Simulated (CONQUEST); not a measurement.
SnO2 (Cassiterite) under changes of volume

One of the cells (11.922 Å³/atom); the others are scaled copies at fixed shape and fractional positions:

```xyz
6
Lattice="3.1865 0.0000 0.0000 0.0000 4.7380 0.0000 0.0000 0.0000 4.7380" Properties=species:S:1:pos:R:3 pbc="T T T"
Sn    1.5933    2.3690    2.3690
Sn    0.0000    0.0000    0.0000
O     1.5933    0.9140    0.9140
O     0.0000    3.2830    1.4550
O     1.5933    3.8240    3.8240
O     0.0000    1.4550    3.2830
```

| Property | Result |
| --- | --- |
| Program | CONQUEST 1.3 |
| Functional | LDA |
| Potentials or basis | PseudoDojo NC LDA, DZP, grid of 36 × 60 × 60 points |
| k mesh | 8 × 6 × 6 |
| Occupations | fermi-dirac, width 0.05 eV |
| Spin | no spin polarisation |

```csv
volume (Å³/atom),energy over the lowest point (meV/atom),pressure (GPa),gap on the mesh (eV),largest force (eV/Å)
11.207,?,?,?,?
11.445,35.37,15.5,1.40,0.320
11.684,16.20,10.4,1.15,0.226
11.922,4.68,5.3,0.91,0.129
12.161,0.00,1.2,0.68,0.068
12.399,1.17,-2.7,0.47,0.020
12.637,7.91,-6.3,0.26,0.103
```

Q: What does the run at 11.207 Å³/atom give?

A: Energy over the lowest point 62.95 meV/atom; pressure 21.8 GPa; gap on the mesh 1.66 eV; largest force 0.422 eV/Å.

Worked out: A Birch-Murnaghan fit of order 3 (a polynomial in V^(-2/3)) to the other rows has its minimum at 12.23 Å³/atom with B0 = V·E''(V) = 202 GPa and B' = 4.8 at fixed shape and positions, which overstates the stiffness. It gives 62.93 meV/atom at 11.207 Å³/atom, against the run's 62.95, and -dE/dV = 21.6 GPa, against 21.8. A straight line through the other rows of the gap, of slope -11.5 eV per unit of ln V (its deformation potential), extrapolates to 1.63 eV, against the run's 1.66.

Energies are extrapolated to zero smearing.

Caveats: spin-orbit coupling is left out, which moves the levels of the heavy elements; the basis of atomic orbitals isn't converged, which shifts pressures, moduli and gaps.

A mesh can miss the band edges.
